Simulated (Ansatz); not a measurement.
**Hf2S in Ansatz: the effect of Hubbard term**

The system is Hf2S.

```xyz
6
Lattice="3.3743 0.0000 0.0000 -1.6871 2.9222 0.0000 0.0000 0.0000 11.7174" Properties=species:S:1:pos:R:3 pbc="T T T"
Hf    0.0000    1.9481    1.1739
Hf    1.6871    0.9741    7.0327
Hf    0.0000    1.9481    4.6848
Hf    1.6871    0.9741   10.5435
S     0.0000    0.0000    2.9294
S     0.0000    0.0000    8.7881
```

The cell comes from a database or a generator and needn't be the stable form of this composition.

Alike in all runs:

* Program: Ansatz 0.2.0
* Task: projected density of states
* Functional: PBEsol
* Potentials or basis: Ansatz PAW
* Cutoff: 420 eV (not typed: the program's choice for these potentials)
* k mesh: 9 × 9 × 3
* Occupations: fermi-dirac, width 0.05 eV
* Spin: no spin polarisation
* Hubbard projectors: ortho-atomic (the default)
* Double counting: fll (the default)

```csv
Hubbard term,pressure (GPa),largest force (eV/Å)
none,-2.8,0.15
Hf d U = 1 eV,-1.7,0.16
Hf d U = 2 eV,-0.5,0.16
Hf d U = 3 eV,?,?
Hf d U = 4 eV,2.0,0.14
Hf d U = 5 eV,3.4,0.11
Hf d U = 6 eV,4.8,0.09
Hf d U = 8 eV,8.3,0.27
```

Q: What does the run with Hubbard term Hf d U = 3 eV give?

A: Pressure 0.7 GPa; largest force 0.16 eV/Å.

Worked out: A parabola through the other rows of the pressure, of slope 1.28 GPa per eV there, gives 0.7 GPa, against the run's 0.7. The largest force follows no smooth curve through the other rows.

Caveats: the PAW data sets come from PBE, with cores solved anew for the run's functional, which leaves a small shift of forces and pressure; the density of states is complete only up to the lowest level of the last band computed; U without spin polarisation on a metal has little footing (some runs).
